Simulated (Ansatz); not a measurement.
A relaxation computed with Ansatz, from input to last step.

```yaml
crystal:
  lattice:
    - [5.18980391, 0.0, 1.73573e-05]
    - [0.0, 3.1947372773, 0.0]
    - [-0.0037309605, 0.0, 5.5312257745]
  atoms:
    - { symbol: Al, position: [0.0005828856, 0.5, 0.6672982355] }
    - { symbol: Ga, position: [0.4991712867, 0.5, 0.335060699] }
    - { symbol: Ga, position: [0.4992511921, 0.0, 0.8314570702] }
    - { symbol: Ga, position: [0.9998609978, 0.0, 0.166191385] }
    - { symbol: "N", position: [0.1194130437, 0.5, 0.3406010341] }
    - { symbol: "N", position: [0.117331043, 0.0, 0.8259310374] }
    - { symbol: "N", position: [0.6202395493, 0.0, 0.1661937142] }
    - { symbol: "N", position: [0.6317500118, 0.5, 0.6672678245] }
basis:
  ecutwfc: 500
kpoints:
  mp_grid: { grid: [6, 8, 4] }
hamiltonian:
  xc: r2scan
scf:
  occupations: { method: gaussian, width: 0.02 }
output:
  forces: true
  stress: true
  eigenvalues: true
relax:
  adjacent_minimum: "off"
  f_tol: 0.01
  max_steps: 30
  cell: { stress_tol: 0.1, fix: [volume] }
```

```bash
ansatz run input.yaml --threads 2 --pin off --max-ram 5120MiB --backend cpu --events-out ev --progress --plain --runs-dir out
```

All numbers below come from DFT r2SCAN, scalar-relativistic, plane waves, PAW in Ansatz.

The volume is held at 1.03 times that of the relaxed cell.

Of 3 frames 3 are shown, positions in Å and forces in eV/Å; the SCF threshold varies from step to step. Steps run on the plane waves of an earlier cell, with a Pulay correction in the pressure. The basis is chosen afresh for the last frame, the zero of the energies, and at times for earlier ones too; energy and pressure step there, also at an unchanged geometry.

```xyz
8
Lattice="5.1898 0.0000 0.0000 0.0000 3.1947 0.0000 -0.0037 0.0000 5.5312" Properties=species:S:1:pos:R:3:forces:R:3 pbc="T T T" step=1 free_energy_over_end_meV_per_atom=0.00 pressure_GPa=-5.58
Al    0.0005    1.5974    3.6910   -0.0115    0.0000   -0.0111
Ga    2.5894    1.5974    1.8533    0.0072    0.0000   -0.0084
Ga    2.5879    0.0000    4.5990    0.0162    0.0000    0.0091
Ga    5.1885    0.0000    0.9193   -0.0046    0.0000    0.0124
N     0.6185    1.5974    1.8839    0.0016    0.0000    0.0019
N     0.6058    0.0000    4.5684    0.0002    0.0000   -0.0031
N     3.2183    0.0000    0.9193   -0.0009    0.0000    0.0027
N     3.2762    1.5974    3.6908   -0.0084    0.0000   -0.0035
8
Lattice="5.1907 0.0000 0.0002 0.0000 3.1943 0.0000 -0.0036 0.0000 5.5310" Properties=species:S:1:pos:R:3:forces:R:3 pbc="T T T" step=2 free_energy_over_end_meV_per_atom=0.00 pressure_GPa=-5.58
Al   -0.0002    1.5972    3.6905    0.0003    0.0000   -0.0028
Ga    2.5901    1.5972    1.8529    0.0015    0.0000   -0.0003
Ga    2.5887    0.0000    4.5993    0.0063    0.0000    0.0003
Ga    5.1895    0.0000    0.9197   -0.0001    0.0000    0.0037
N     0.6191    1.5972    1.8840   -0.0024    0.0000   -0.0011
N     0.6061    0.0000    4.5681   -0.0024    0.0000    0.0007
N     3.2194    0.0000    0.9194   -0.0033    0.0000    0.0008
N     3.2763    1.5972    3.6905   -0.0001    0.0000   -0.0014
8
Lattice="5.1907 0.0000 0.0002 0.0000 3.1943 0.0000 -0.0036 0.0000 5.5310" Properties=species:S:1:pos:R:3:forces:R:3 pbc="T T T" step=3 free_energy_over_end_meV_per_atom=0.00 pressure_GPa=-5.58
Al   -0.0002    1.5972    3.6905    0.0003    0.0000   -0.0028
Ga    2.5901    1.5972    1.8529    0.0015    0.0000   -0.0003
Ga    2.5887    0.0000    4.5993    0.0063    0.0000    0.0003
Ga    5.1895    0.0000    0.9197   -0.0001    0.0000    0.0037
N     0.6191    1.5972    1.8840   -0.0024    0.0000   -0.0011
N     0.6061    0.0000    4.5681   -0.0024    0.0000    0.0008
N     3.2194    0.0000    0.9194   -0.0033    0.0000    0.0008
N     3.2763    1.5972    3.6905   -0.0001    0.0000   -0.0014
```

The run took 34 s on 2 threads of Intel(R) Xeon(R) 6975P-C (Granite Rapids), on a shared host, peak memory 0.7 GiB.